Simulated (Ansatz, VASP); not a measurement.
**SiC: VASP beside Ansatz**

Aim: how closely do two programs agree when they are given the same cell, functional and k mesh? The cell is a member of a volume series, scaled by 0.92 from a relaxed one, so a pressure remains.

Program: Ansatz 0.2.0. Level of theory: plane waves, with VASP 6.6.1 beside it; zone-centre phonons at LDA. Results are calculated unless marked as measured.

**1. The starting structure**

The structure is cubic, space group F-43m (No. 216). The conventional cell has a = 4.212 Å, b = 4.212 Å, c = 4.212 Å, α = 90.00°, β = 90.00°, γ = 90.00°. Nearest to Si lie 4 C at 1.82 Å. C has 4 Si at 1.82 Å nearest. Farther neighbours are not listed.

**2. VASP: zone-centre phonons, LDA, volume scaled by 0.92**

Second derivatives magnify differences that forces hide, and they need a tight electronic threshold.

Lines of VASP's logs that name or quote its potential files are left out, and so is its time.

INCAR

```
SYSTEM = SiC
PREC = Accurate
ENCUT = 560
EDIFF = 1E-08
NELM = 100
ISMEAR = 0
SIGMA = 0.03
LREAL = .FALSE.
ALGO = Normal
GGA = CA
NBANDS = 10
LORBIT = 11
LWAVE = .FALSE.
LCHARG = .FALSE.
KPAR = 4
IBRION = 8
LEPSILON = .TRUE.
LPEAD = .TRUE.
ISIF = 2
```

POSCAR

```
SiC
1.0
    0.0000000000      2.1062222402      2.1062222402
    2.1062222402      0.0000000000      2.1062222402
    2.1062222402      2.1062222402      0.0000000000
Si C
1 1
Direct
    0.0000000000      0.0000000000      0.0000000000
    0.7500000000      0.7500000000      0.7500000000
```

KPOINTS

```
Automatic mesh
0
Gamma
16 16 16
0 0 0
```

Potentials, in the order of the species: Si and C (LDA family, release 64).

On the command line:

```bash
$ mpirun -np 4 vasp_std
```

Numbers of over 12 decimals in the logs are rounded to 6 here.

Log:

```text
[banner, memory and clock lines left out]
running    4 mpi-ranks, on    1 nodes
 distrk:  each k-point on    1 cores,    4 groups
 distr:  one band on    1 cores,    1 groups

 POSCAR found type information on POSCAR SiC
 POSCAR found :  2 types and       2 ions
 LDA part: xc-table for (Slater(with rela. corr.)+CA(PZ))
 , standard interpolation
 POSCAR, INCAR and KPOINTS ok, starting setup
 FFT: planning ... GRIDC
 FFT: planning ... GRID_SOFT
 FFT: planning ... GRID
 WAVECAR not read
 entering main loop
       N       E                     dE             d eps       ncg     rms          rms(c)
DAV:   1     0.224492808531E+01    0.22449E+01   -0.43087E+03  3062   0.728E+02
DAV:   2    -0.182933365041E+02   -0.20538E+02   -0.19521E+02  3728   0.117E+02
DAV:   3    -0.188996835869E+02   -0.60635E+00   -0.60511E+00  3434   0.172E+01
DAV:   4    -0.189020777688E+02   -0.23942E-02   -0.23940E-02  3316   0.135E+00
DAV:   5    -0.189020888470E+02   -0.11078E-04   -0.11078E-04  3376   0.839E-02    0.102E+01
DAV:   6    -0.166621022167E+02    0.22400E+01   -0.77422E+00  3024   0.139E+01    0.460E+00
DAV:   7    -0.165569412999E+02    0.10516E+00   -0.51830E-01  3512   0.443E+00    0.199E+00
DAV:   8    -0.165363154079E+02    0.20626E-01   -0.28970E-02  3094   0.113E+00    0.182E-01
DAV:   9    -0.165359747680E+02    0.34064E-03   -0.17365E-03  3522   0.252E-01    0.965E-02
DAV:  10    -0.165359844319E+02   -0.96639E-05   -0.97855E-05  3052   0.675E-02    0.328E-02
DAV:  11    -0.165359848871E+02   -0.45518E-06   -0.16331E-06  3552   0.989E-03    0.158E-02
DAV:  12    -0.165359846765E+02    0.21058E-06   -0.65498E-07  3008   0.422E-03    0.913E-04
DAV:  13    -0.165359846792E+02   -0.26878E-08   -0.32951E-08  3204   0.126E-03
   1 F= -.16535985E+02 E0= -.16535985E+02  d E =-.161278E-15
 Linear response reoptimize wavefunctions to high precision
DAV:   1    -0.165359846815E+02   -0.22603E-08   -0.23949E-10  1768   0.125E-04
DAV:   2    -0.165359846815E+02   -0.75033E-11   -0.11061E-11  1520   0.310E-05
 Linear response to external field (no local field effect), progress :
  Direction:   1
       N       E                     dE             d eps       ncg     rms          rms(c)
RMM:   1    -0.385610948061E+00   -0.38561E+00   -0.15587E+00  1740   0.267E+00
RMM:   2    -0.394776711642E+00   -0.91658E-02   -0.25900E-03  1740   0.373E-01
RMM:   3    -0.394792930858E+00   -0.16219E-04   -0.13485E-05  1740   0.239E-02
RMM:   4    -0.394793007327E+00   -0.76469E-07   -0.12191E-07  1735   0.229E-03
RMM:   5    -0.394793006749E+00    0.57765E-09   -0.32667E-09  1365   0.220E-04
 change of polarisation eV/A/(eV/A) component  1 :     0.790     0.409     0.072
 dielectric tensor                  component  1 :     8.646     3.961     0.696
 Linear response to external field (no local field effect), progress :
  Direction:   2
       N       E                     dE             d eps       ncg     rms          rms(c)
RMM:   1    -0.366978951838E+00   -0.36698E+00   -0.14576E+00  1740   0.255E+00
RMM:   2    -0.375353506157E+00   -0.83746E-02   -0.24947E-03  1740   0.356E-01
RMM:   3    -0.375369512167E+00   -0.16006E-04   -0.12672E-05  1740   0.233E-02
RMM:   4    -0.375369590733E+00   -0.78565E-07   -0.10071E-07  1735   0.217E-03
RMM:   5    -0.375369591125E+00   -0.39197E-09   -0.14065E-09  1345   0.208E-04
 change of polarisation eV/A/(eV/A) component  2 :     0.409     0.751    -0.050
 dielectric tensor                  component  2 :     3.961     8.270    -0.488
 Linear response to external field (no local field effect), progress :
  Direction:   3
       N       E                     dE             d eps       ncg     rms          rms(c)
RMM:   1    -0.167759824984E+00   -0.16776E+00   -0.55317E-01  1740   0.203E+00
RMM:   2    -0.170945060777E+00   -0.31852E-02   -0.11018E-03  1740   0.268E-01
RMM:   3    -0.170952753646E+00   -0.76929E-05   -0.58937E-06  1740   0.173E-02
RMM:   4    -0.170952808098E+00   -0.54452E-07   -0.35799E-08  1739   0.170E-03
RMM:   5    -0.170952809489E+00   -0.13907E-08    0.77877E-10  1315   0.167E-04
 change of polarisation eV/A/(eV/A) component  3 :     0.072    -0.050     0.342
 dielectric tensor                  component  3 :     0.698    -0.487     4.311
 Linear response to external field, progress :
  Direction:   1
       N       E                     dE             d eps       ncg     rms          rms(c)
RMM:   1    -0.306784258928E+00   -0.30678E+00   -0.11898E+00  7452   0.242E+00
RMM:   2    -0.313691616164E+00   -0.69074E-02   -0.20620E-03  7452   0.332E-01    0.809E-01
RMM:   3    -0.304497777795E+00    0.91938E-02   -0.47491E-03 18546   0.415E-01    0.467E-01
RMM:   4    -0.311180602287E+00   -0.66828E-02   -0.53321E-03 23567   0.442E-01    0.769E-02
RMM:   5    -0.313008819363E+00   -0.18282E-02   -0.11282E-04 19317   0.798E-02    0.850E-03
RMM:   6    -0.313080545072E+00   -0.71726E-04   -0.90423E-07 21615   0.744E-03    0.437E-03
RMM:   7    -0.313119503556E+00   -0.38958E-04   -0.67498E-08 21054   0.191E-03    0.244E-04
RMM:   8    -0.313122323030E+00   -0.28195E-05   -0.37902E-09 23967   0.373E-04    0.106E-04
RMM:   9    -0.313121773181E+00    0.54985E-06   -0.17276E-09 19227   0.124E-04    0.173E-05
RMM:  10    -0.313121875037E+00   -0.10186E-06    0.21159E-10 13909   0.299E-05    0.541E-06
 change of polarisation eV/A/(eV/A) component  1 :     0.595     0.149     0.075
 dielectric tensor                  component  1 :     6.758     1.439     0.722
 Linear response to external field, progress :
  Direction:   2
       N       E                     dE             d eps       ncg     rms          rms(c)
RMM:   1    -0.306783887328E+00   -0.30678E+00   -0.11898E+00  7452   0.242E+00
RMM:   2    -0.313691587307E+00   -0.69077E-02   -0.20618E-03  7452   0.332E-01    0.809E-01
RMM:   3    -0.304497938626E+00    0.91936E-02   -0.47492E-03 18546   0.415E-01    0.467E-01
RMM:   4    -0.311180828204E+00   -0.66829E-02   -0.53329E-03 23566   0.442E-01    0.769E-02
RMM:   5    -0.313008909093E+00   -0.18281E-02   -0.11286E-04 19317   0.798E-02    0.850E-03
RMM:   6    -0.313080673506E+00   -0.71764E-04   -0.91942E-07 21617   0.744E-03    0.437E-03
RMM:   7    -0.313119609117E+00   -0.38936E-04   -0.68810E-08 21055   0.191E-03    0.244E-04
RMM:   8    -0.313122449151E+00   -0.28400E-05   -0.39107E-09 23964   0.373E-04    0.105E-04
RMM:   9    -0.313121897836E+00    0.55131E-06   -0.15328E-09 19253   0.124E-04    0.182E-05
RMM:  10    -0.313121989903E+00   -0.92067E-07   -0.29485E-10 13945   0.289E-05    0.713E-06
 change of polarisation eV/A/(eV/A) component  2 :     0.082     0.595     0.125
 dielectric tensor                  component  2 :     0.797     6.758     1.211
 Linear response to external field, progress :
  Direction:   3
       N       E                     dE             d eps       ncg     rms          rms(c)
RMM:   1    -0.306783902223E+00   -0.30678E+00   -0.11898E+00  7452   0.242E+00
RMM:   2    -0.313691588388E+00   -0.69077E-02   -0.20618E-03  7452   0.332E-01    0.809E-01
RMM:   3    -0.304497934870E+00    0.91937E-02   -0.47488E-03 18546   0.415E-01    0.467E-01
RMM:   4    -0.311180796288E+00   -0.66829E-02   -0.53323E-03 23565   0.442E-01    0.769E-02
RMM:   5    -0.313008906210E+00   -0.18281E-02   -0.11284E-04 19318   0.798E-02    0.850E-03
RMM:   6    -0.313080673233E+00   -0.71767E-04   -0.91593E-07 21614   0.744E-03    0.437E-03
RMM:   7    -0.313119610061E+00   -0.38937E-04   -0.68653E-08 21053   0.191E-03    0.244E-04
RMM:   8    -0.313122448530E+00   -0.28385E-05   -0.38035E-09 23973   0.373E-04    0.105E-04
RMM:   9    -0.313121898143E+00    0.55039E-06   -0.15105E-09 19248   0.124E-04    0.182E-05
RMM:  10    -0.313121989673E+00   -0.91530E-07   -0.23067E-10 13950   0.289E-05    0.712E-06
 change of polarisation eV/A/(eV/A) component  3 :     0.072     0.151     0.595
 dielectric tensor                  component  3 :     0.696     1.465     6.758
 Linear response DOF=           2
 Linear response progress:
  Degree of freedom:   1/  2
       N       E                     dE             d eps       ncg     rms          rms(c)
RMM:   1    -0.166510774004E-01   -0.16651E-01   -0.97776E-03 29178   0.877E-01
RMM:   2    -0.146111077259E-01    0.20400E-02   -0.36689E-04 19119   0.187E-01    0.146E-01
RMM:   3    -0.145472343300E-01    0.63873E-04   -0.14461E-04 19461   0.546E-02    0.823E-02
RMM:   4    -0.146598825241E-01   -0.11265E-03   -0.13459E-04 19506   0.533E-02    0.102E-02
RMM:   5    -0.146478339629E-01    0.12049E-04    0.35087E-06 19868   0.831E-03    0.142E-03
RMM:   6    -0.146463415014E-01    0.14925E-05   -0.42890E-07 20263   0.761E-04    0.700E-04
RMM:   7    -0.146449935136E-01    0.13480E-05   -0.59624E-07 20399   0.266E-04    0.103E-04
RMM:   8    -0.146450274225E-01   -0.33909E-07   -0.15059E-08 21284   0.466E-05    0.244E-05
RMM:   9    -0.146450439801E-01   -0.16558E-07   -0.10867E-08 21113   0.140E-05    0.302E-06
RMM:  10    -0.146450361357E-01    0.78444E-08    0.10345E-08 20106   0.477E-06    0.106E-06
 first order change of Fermi-energy   0.20687E-04
 force on displaced ion       1 direction 1 : -23.681  -0.000  -0.000
 Born effective charge ion    1 direction 1 :   2.770   0.000   0.000
 Linear response progress:
  Degree of freedom:   2/  2
       N       E                     dE             d eps       ncg     rms          rms(c)
RMM:   1    -0.129920809247E+00   -0.12992E+00    0.50740E-02 27445   0.210E+00
RMM:   2    -0.126625815765E+00    0.32950E-02   -0.25744E-03 18976   0.411E-01    0.235E-01
RMM:   3    -0.126448150932E+00    0.17766E-03   -0.98834E-04 18492   0.198E-01    0.114E-01
RMM:   4    -0.127616978250E+00   -0.11688E-02   -0.75835E-04 18697   0.166E-01    0.195E-02
RMM:   5    -0.127604234978E+00    0.12743E-04   -0.12051E-05 19819   0.235E-02    0.195E-03
RMM:   6    -0.127615683438E+00   -0.11448E-04   -0.29771E-07 20408   0.261E-03    0.938E-04
RMM:   7    -0.127611430952E+00    0.42525E-05   -0.15277E-07 20420   0.482E-04    0.106E-04
RMM:   8    -0.127612006036E+00   -0.57508E-06   -0.93984E-09 20692   0.967E-05    0.328E-05
RMM:   9    -0.127611948037E+00    0.57999E-07   -0.24141E-09 21586   0.284E-05    0.338E-06
RMM:  10    -0.127611972913E+00   -0.24876E-07   -0.21700E-08 20978   0.849E-06    0.197E-06
RMM:  11    -0.127611969818E+00    0.30953E-08   -0.11975E-08 16383   0.588E-06    0.150E-07
 first order change of Fermi-energy   0.65440E-04
 force on displaced ion       2 direction 1 : -23.675   0.000   0.000
 Born effective charge ion    2 direction 1 :  -2.770   0.000   0.000
 Born effective charges drift removed
 Linear response finished
```

Parts of OUTCAR (step 2):

```text
ion  position               nearest neighbor table
   1  0.000  0.000  0.000-   2 1.82   2 1.82   2 1.82   2 1.82
   2  0.750  0.750  0.750-   1 1.82   1 1.82   1 1.82   1 1.82

  LATTYP: Found a face centered cubic cell.
 ALAT       =     4.2124444804

 Subroutine GETGRP returns: Found 24 space group operations
 (whereof 24 operations were pure point group operations)

The static configuration has the point symmetry T_d .

 Found    145 irreducible k-points:

   k-points           NKPTS =    145   k-points in BZ     NKDIM =    145   number of bands    NBANDS=     10

   dimension x,y,z NGX =    24 NGY =   24 NGZ =   24
   dimension x,y,z NGXF=    48 NGYF=   48 NGZF=   48

   ENCUT  =  560.0 eV  41.16 Ry    6.42 a.u.   5.75  5.75  5.75*2*pi/ulx,y,z

   NELECT =       8.0000    total number of electrons

 k-points in reciprocal lattice and weights: Automatic mesh
   0.00000000  0.00000000  0.00000000       0.000
   0.06250000  0.00000000  0.00000000       0.002
   0.12500000  0.00000000  0.00000000       0.002
   0.18750000  0.00000000  0.00000000       0.002
   0.25000000  0.00000000  0.00000000       0.002
   0.31250000  0.00000000  0.00000000       0.002
   0.37500000  0.00000000  0.00000000       0.002
   0.43750000  0.00000000  0.00000000       0.002
   0.50000000  0.00000000  0.00000000       0.001
[...]
-0.31250000  0.50000000  0.18750000       0.003
  -0.25000000  0.50000000  0.25000000       0.001

 average (electrostatic) potential at core
       1 -80.4790       2 -47.5408

  Total        2.6069120      2.6069120      2.6069120      0.0000000      0.0000000      0.0000000
  in kB      223.5086696    223.5086696    223.5086696      0.0000000      0.0000000      0.0000000
  external PRESSURE =     223.5086696 kB  Pullay stress =       0.0000000 kB

  energy-cutoff  :      560.00
  volume of cell :       18.69
      direct lattice vectors                 reciprocal lattice vectors
     0.000000000  2.106222240  2.106222240    -0.237391853  0.237391853  0.237391853
     2.106222240  0.000000000  2.106222240     0.237391853 -0.237391853  0.237391853
     2.106222240  2.106222240  0.000000000     0.237391853  0.237391853 -0.237391853

 POSITION                                       TOTAL-FORCE (eV/Angst)
 -----------------------------------------------------------------------------------
      0.00000      0.00000      0.00000        -0.000000     -0.000000     -0.000000
      3.15933      3.15933      3.15933         0.000000      0.000000      0.000000
 -----------------------------------------------------------------------------------
    total drift:                               -0.000000     -0.000000     -0.000000

 MACROSCOPIC STATIC DIELECTRIC TENSOR (including local field effects in DFT)
 ------------------------------------------------------
           6.758175    -0.000000    -0.000000
          -0.000000     6.758175     0.000000
          -0.000000     0.000000     6.758175
 ------------------------------------------------------

 PIEZOELECTRIC TENSOR (including local field effects)  for field in x, y, z        (C/m^2)
          XX          YY          ZZ          XY          YZ          ZX
  --------------------------------------------------------------------------------
  x     0.00000     0.00000     0.00000     0.00000     1.01987     0.00000
  y     0.00000    -0.00000    -0.00000     0.00000     0.00000     1.01987
  z    -0.00000     0.00000    -0.00000     1.01987     0.00000     0.00000

 BORN EFFECTIVE CHARGES (including local field effects) (in |e|, cummulative output)
 ---------------------------------------------------------------------------------
 ion    1
    1     2.77047    -0.00000     0.00000
    2    -0.00000     2.77047     0.00000
    3     0.00000    -0.00000     2.77047
 ion    2
    1    -2.77047     0.00000    -0.00000
    2     0.00000    -2.77047    -0.00000
    3    -0.00000     0.00000    -2.77047

 Eigenvectors and eigenvalues of the dynamical matrix
 ----------------------------------------------------

   1 f  =   26.226341 THz   164.784963 2PiTHz  874.816585 cm-1   108.463384 meV
             X         Y         Z           dx          dy          dz
      0.000000  0.000000  0.000000     0.000000    0.547360    0.000000
      3.159333  3.159333  3.159333    -0.000000   -0.836897    0.000000

   2 f  =   26.226341 THz   164.784963 2PiTHz  874.816585 cm-1   108.463384 meV
             X         Y         Z           dx          dy          dz
      0.000000  0.000000  0.000000     0.000000    0.000000   -0.547360
      3.159333  3.159333  3.159333     0.000000    0.000000    0.836897

   3 f  =   26.226341 THz   164.784963 2PiTHz  874.816585 cm-1   108.463384 meV
             X         Y         Z           dx          dy          dz
      0.000000  0.000000  0.000000    -0.547360    0.000000    0.000000
      3.159333  3.159333  3.159333     0.836897   -0.000000    0.000000

   4 f/i=    0.001357 THz     0.008524 2PiTHz    0.045255 cm-1     0.005611 meV
             X         Y         Z           dx          dy          dz
      0.000000  0.000000  0.000000    -0.805499   -0.227084    0.000000
      3.159333  3.159333  3.159333    -0.526825   -0.148521    0.000000

   5 f/i=    0.001357 THz     0.008524 2PiTHz    0.045255 cm-1     0.005611 meV
             X         Y         Z           dx          dy          dz
      0.000000  0.000000  0.000000     0.000000    0.000000    0.836897
      3.159333  3.159333  3.159333     0.000000    0.000000    0.547360

   6 f/i=    0.001357 THz     0.008524 2PiTHz    0.045255 cm-1     0.005611 meV
             X         Y         Z           dx          dy          dz
      0.000000  0.000000  0.000000    -0.227084    0.805499    0.000000
      3.159333  3.159333  3.159333    -0.148521    0.526825    0.000000

 MACROSCOPIC STATIC DIELECTRIC TENSOR IONIC CONTRIBUTION
 ------------------------------------------------------
           3.138953    -0.000000     0.000000
          -0.000000     3.138953    -0.000000
           0.000000    -0.000000     3.138953
 ------------------------------------------------------

 ELASTIC MODULI CONTR FROM IONIC RELAXATION (kBar)
 Direction    XX          YY          ZZ          XY          YZ          ZX
 --------------------------------------------------------------------------------
 XX          -0.0000     -0.0000      0.0000     -0.0000      0.0000      0.0000
 YY          -0.0000     -0.0000     -0.0000     -0.0000     -0.0000      0.0000
 ZZ           0.0000     -0.0000     -0.0000      0.0000     -0.0000      0.0000
 XY          -0.0000     -0.0000      0.0000   -629.1273      0.0000      0.0000
 YZ           0.0000     -0.0000     -0.0000      0.0000   -629.1273      0.0000
 ZX           0.0000      0.0000      0.0000      0.0000      0.0000   -629.1273
 --------------------------------------------------------------------------------

 PIEZOELECTRIC TENSOR IONIC CONTR  for field in x, y, z        (C/m^2)
          XX          YY          ZZ          XY          YZ          ZX
  --------------------------------------------------------------------------------
  x     0.00000    -0.00000    -0.00000    -0.00000    -1.32231     0.00000
  y     0.00000     0.00000     0.00000    -0.00000     0.00000    -1.32231
  z    -0.00000    -0.00000     0.00000    -1.32231    -0.00000     0.00000
```

(Continued in part 2 of 2.)

[Lines on the potential files, build, host, timing and source positions are cut from VASP's logs without a mark.]

[Logs are printed without paths, hosts, clocks, repeated set-up lines and the standing remarks that a program may print on its own settings, such as how far it seeks lower states.]

[Hosts, paths, dates, database ids (printed as entryN), source tags and the programs' standing remarks are cut or masked in the printed files.]
